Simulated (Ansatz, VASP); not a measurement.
## One calculation of KCl, two programs

```
CELL_PARAMETERS angstrom
0.00000 3.16659 3.16659
3.16659 0.00000 3.16659
3.16659 3.16659 0.00000
ATOMIC_POSITIONS crystal
K 0.00000 0.00000 0.00000
Cl 0.50000 0.50000 0.50000
```

Change from the starting cell: volume scaled by 1.01.

Alike in both runs: task single point; functional PBE; k mesh 7 × 7 × 7; occupations fermi-dirac, width 0.03 eV; no spin polarisation.

|  | VASP | Ansatz |
| --- | --- | --- |
| version | VASP 6.6.1 | Ansatz 0.2.0 |
| potentials or method | VASP PAW PBE potentials, release 64 (K_sv, Cl), cutoff 520 eV | all-electron LAPW, scalar-relativistic |

|  | VASP | Ansatz | Ansatz less VASP |
| --- | --- | --- | --- |
| gap on the k mesh at the Fermi level (eV) | 5.12 | 5.12 | +0.002 |
| pressure (GPa) | 0.4 | 0.4 | -0.02 |

Ansatz ran all-electron here, so the differences hold the error of VASP's frozen core and of both bases.

Caveats: an odd mesh through Γ misses points on the zone boundary, where band edges often lie.
